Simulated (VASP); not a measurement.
# CsPbCl3 (Pm-3m) in VASP: further runs, part 2 of 2

VASP 6.6.1. Earlier steps stand in the parts before.

## 3. Band structure, PBE

POSCAR reads:

```
CsPbCl3
1.0
    5.6050000000      0.0000000000      0.0000000000
    0.0000000000      5.6050000000      0.0000000000
    0.0000000000      0.0000000000      5.6050000000
Pb Cs Cl
1 1 3
Direct
    0.5000000000      0.5000000000      0.5000000000
    0.0000000000      0.0000000000      0.0000000000
    0.5000000000      0.0000000000      0.5000000000
    0.0000000000      0.5000000000      0.5000000000
    0.5000000000      0.5000000000      0.0000000000
```

INCAR.step1 reads:

```
SYSTEM = CsPbCl3
PREC = Accurate
ENCUT = 520
EDIFF = 1E-7
ISMEAR = 0
SIGMA = 0.02
LREAL = .FALSE.
LASPH = .TRUE.
NELM = 60
ALGO = Fast
ISIF = 2
LWAVE = .FALSE.
LCHARG = .TRUE.
GGA = PE
NBANDS = 30
KPAR = 2
```

KPOINTS.step1 reads:

```
regular mesh
0
G
  6 6 6
  0 0 0
```

INCAR.step2 reads:

```
SYSTEM = CsPbCl3
PREC = Accurate
ENCUT = 520
EDIFF = 1E-7
ISMEAR = 0
SIGMA = 0.05
LREAL = .FALSE.
LASPH = .TRUE.
NELM = 60
ALGO = Fast
ISIF = 2
LWAVE = .FALSE.
LCHARG = .FALSE.
GGA = PE
NBANDS = 30
ICHARG = 11
KPAR = 2
```

KPOINTS.step2 reads:

```
path GXMGRX,MR
10
line-mode
reciprocal
 0.0000000000  0.0000000000  0.0000000000  G
 0.0000000000  0.5000000000  0.0000000000  X

 0.0000000000  0.5000000000  0.0000000000  X
 0.5000000000  0.5000000000  0.0000000000  M

 0.5000000000  0.5000000000  0.0000000000  M
 0.0000000000  0.0000000000  0.0000000000  G

 0.0000000000  0.0000000000  0.0000000000  G
 0.5000000000  0.5000000000  0.5000000000  R

 0.5000000000  0.5000000000  0.5000000000  R
 0.0000000000  0.5000000000  0.0000000000  X

 0.5000000000  0.5000000000  0.0000000000  M
 0.5000000000  0.5000000000  0.5000000000  R
```

Potentials or basis: VASP PAW PBE potentials, release 64 (Pb_d, Cs_sv, Cl).

Run with:

```sh
$ cat potpaw_PBE.64/Pb_d/POTCAR potpaw_PBE.64/Cs_sv/POTCAR potpaw_PBE.64/Cl/POTCAR > POTCAR
$ cp INCAR.step1 INCAR
$ cp KPOINTS.step1 KPOINTS
$ mpirun -np 2 vasp_std > vasp.out
$ cp INCAR.step2 INCAR
$ cp KPOINTS.step2 KPOINTS
$ mpirun -np 2 vasp_std > vasp.out
```

Run time: 97 s. Hardware: 2 MPI ranks of Intel Xeon 6975P-C (Granite Rapids), shared host; peak memory 0.42 GiB.

The run converged. Its results:

```yaml
Band_gap_on_the_k_mesh: 1.94 eV, direct
Band_gap_along_the_path: 1.94 eV, direct
```

Levels at the corners of the path, in eV from the valence-band top:
```csv
point,band 18,band 19,band 20,band 21,band 22,band 23,band 24,band 25,band 26,band 27
Γ,-2.65,-2.65,-2.54,-2.54,-2.54,3.34,4.28,4.28,5.20,5.20
X,-2.75,-2.75,-2.66,-2.66,-1.69,3.03,4.68,5.19,5.33,5.33
X,-2.75,-2.75,-2.66,-2.66,-1.69,3.03,4.68,5.19,5.33,5.33
M,-2.84,-2.84,-2.76,-2.24,-0.82,2.53,2.53,4.94,5.38,5.74
M,-2.84,-2.84,-2.76,-2.24,-0.82,2.53,2.53,4.94,5.38,5.74
Γ,-2.65,-2.65,-2.54,-2.54,-2.54,3.34,4.28,4.28,5.20,5.20
Γ,-2.65,-2.65,-2.54,-2.54,-2.54,3.34,4.28,4.28,5.20,5.20
R,-2.76,-2.22,-2.22,-2.22,0.00,1.94,1.94,1.94,5.11,5.56
R,-2.76,-2.22,-2.22,-2.22,0.00,1.94,1.94,1.94,5.11,5.56
X,-2.75,-2.75,-2.66,-2.66,-1.69,3.03,4.68,5.19,5.33,5.33
M,-2.84,-2.84,-2.76,-2.24,-0.82,2.53,2.53,4.94,5.38,5.74
R,-2.76,-2.22,-2.22,-2.22,0.00,1.94,1.94,1.94,5.11,5.56
```

Caveat: the log is that of the step along the path at fixed density, whose energy, stress, charges and moments have no meaning; spin-orbit coupling is left out, which as a rule narrows the gap of such compounds by several tenths of an eV.

## 4. Band structure, PBEsol

POSCAR is that of step 3.

INCAR.step1: that of step 3 with these lines changed.

```diff
@@ -13,3 +13,3 @@
 LCHARG = .TRUE.
-GGA = PE
+GGA = PS
 NBANDS = 30
```

KPOINTS.step1 is that of step 3.

INCAR.step2: that of step 3 with these lines changed.

```diff
@@ -13,3 +13,3 @@
 LCHARG = .FALSE.
-GGA = PE
+GGA = PS
 NBANDS = 30
```

KPOINTS.step2 is that of step 3.

Run with:

```sh
$ cat potpaw_PBE.64/Pb_d/POTCAR potpaw_PBE.64/Cs_sv/POTCAR potpaw_PBE.64/Cl/POTCAR > POTCAR
$ cp INCAR.step1 INCAR
$ cp KPOINTS.step1 KPOINTS
$ mpirun -np 2 vasp_std > vasp.out
$ cp INCAR.step2 INCAR
$ cp KPOINTS.step2 KPOINTS
$ mpirun -np 2 vasp_std > vasp.out
```

It took 93 s on 2 MPI ranks of Intel Xeon 6975P-C (Granite Rapids), shared host; peak memory 0.42 GiB.

Results (log left out):

| Property | Result |
| --- | --- |
| Band gap on the k mesh | 1.81 eV, direct |
| Band gap along the path | 1.81 eV, direct |

Levels at the corners of the path, in eV from the valence-band top:
| point | band 20 | band 21 | band 22 | band 23 | band 24 | band 25 |
| --- | --- | --- | --- | --- | --- | --- |
| Γ | -2.53 | -2.53 | -2.53 | 3.20 | 4.20 | 4.20 |
| X | -2.65 | -2.65 | -1.69 | 2.92 | 4.59 | 5.13 |
| X | -2.65 | -2.65 | -1.69 | 2.92 | 4.59 | 5.13 |
| M | -2.76 | -2.22 | -0.82 | 2.41 | 2.41 | 4.84 |
| M | -2.76 | -2.22 | -0.82 | 2.41 | 2.41 | 4.84 |
| Γ | -2.53 | -2.53 | -2.53 | 3.20 | 4.20 | 4.20 |
| Γ | -2.53 | -2.53 | -2.53 | 3.20 | 4.20 | 4.20 |
| R | -2.21 | -2.21 | 0.00 | 1.81 | 1.81 | 1.81 |
| R | -2.21 | -2.21 | 0.00 | 1.81 | 1.81 | 1.81 |
| X | -2.65 | -2.65 | -1.69 | 2.92 | 4.59 | 5.13 |
| M | -2.76 | -2.22 | -0.82 | 2.41 | 2.41 | 4.84 |
| R | -2.21 | -2.21 | 0.00 | 1.81 | 1.81 | 1.81 |

Caveat: the log is that of the step along the path at fixed density, whose energy, stress, charges and moments have no meaning; the PAW data sets were made with another functional, which shifts forces and pressure a little; spin-orbit coupling is left out, which as a rule narrows the gap of such compounds by several tenths of an eV.

## 5. Band structure, r2SCAN

INCAR reads:

```
SYSTEM = CsPbCl3
PREC = Accurate
ENCUT = 520
EDIFF = 1E-7
ISMEAR = 0
SIGMA = 0.02
LREAL = .FALSE.
LASPH = .TRUE.
NELM = 60
ALGO = Normal
ISIF = 2
LWAVE = .FALSE.
LCHARG = .FALSE.
METAGGA = R2SCAN
LMIXTAU = .TRUE.
NBANDS = 30
KPAR = 2
```

KPOINTS reads:

```
regular mesh
0
G
  6 6 6
  0 0 0
```

POSCAR is that of step 4.

KPOINTS_OPT reads:

```
path GXMGRX,MR
10
line-mode
reciprocal
 0.0000000000  0.0000000000  0.0000000000  G
 0.0000000000  0.5000000000  0.0000000000  X

 0.0000000000  0.5000000000  0.0000000000  X
 0.5000000000  0.5000000000  0.0000000000  M

 0.5000000000  0.5000000000  0.0000000000  M
 0.0000000000  0.0000000000  0.0000000000  G

 0.0000000000  0.0000000000  0.0000000000  G
 0.5000000000  0.5000000000  0.5000000000  R

 0.5000000000  0.5000000000  0.5000000000  R
 0.0000000000  0.5000000000  0.0000000000  X

 0.5000000000  0.5000000000  0.0000000000  M
 0.5000000000  0.5000000000  0.5000000000  R
```

Run with:

```sh
$ cat potpaw_PBE.64/Pb_d/POTCAR potpaw_PBE.64/Cs_sv/POTCAR potpaw_PBE.64/Cl/POTCAR > POTCAR
$ mpirun -np 2 vasp_std > vasp.out
```

Run time: 4.5 min. Hardware: 2 MPI ranks of Intel Xeon 6975P-C (Granite Rapids), shared host; peak memory 0.38 GiB.

Results (log left out):

```
Free energy             : -108.1675 eV
Pressure                : 1.0 GPa
Band gap on the k mesh  : 2.31 eV, direct
Band gap along the path : 2.31 eV, direct
```

Levels at the corners of the path, in eV from the valence-band top:
```tsv
point	band 20	band 21	band 22	band 23	band 24	band 25
Γ	-2.74	-2.74	-2.74	3.80	4.61	4.61
X	-2.86	-2.86	-1.79	3.42	5.12	5.55
X	-2.86	-2.86	-1.79	3.42	5.12	5.55
M	-2.96	-2.43	-0.86	2.91	2.91	5.34
M	-2.96	-2.43	-0.86	2.91	2.91	5.34
Γ	-2.74	-2.74	-2.74	3.80	4.61	4.61
Γ	-2.74	-2.74	-2.74	3.80	4.61	4.61
R	-2.42	-2.42	0.00	2.31	2.31	2.31
R	-2.42	-2.42	0.00	2.31	2.31	2.31
X	-2.86	-2.86	-1.79	3.42	5.12	5.55
M	-2.96	-2.43	-0.86	2.91	2.91	5.34
R	-2.42	-2.42	0.00	2.31	2.31	2.31
```

Caveat: the PAW data sets were made with another functional, which shifts forces and pressure a little; spin-orbit coupling is left out, which as a rule narrows the gap of such compounds by several tenths of an eV. r2SCAN opens gaps a little over a GGA but as a rule still falls short of measured ones.

## 6. Overview

| level | potentials or basis | gap on the mesh (eV) |
| --- | --- | --- |
| LDA | VASP PAW LDA potentials, release 64 (Pb_d, Cs_sv, Cl) | 1.71 |
| PBE | VASP PAW PBE potentials, release 64 (Pb_d, Cs_sv, Cl) | 1.94 |
| PBEsol | VASP PAW PBE potentials, release 64 (Pb_d, Cs_sv, Cl) | 1.81 |
| r2SCAN | VASP PAW PBE potentials, release 64 (Pb_d, Cs_sv, Cl) | 2.31 |

Alike in all rows: task band structure; no spin polarisation; cell as given; k mesh 6 × 6 × 6; cutoff (eV) 520; smearing gaussian 0.02 eV.

Caveats: spin-orbit coupling is left out, which as a rule narrows the gap of such compounds by several tenths of an eV; the PAW data sets were made with another functional, which shifts forces and pressure a little (some runs).

Total energies depend on the potentials used, so only differences within one code and one set of settings carry meaning.
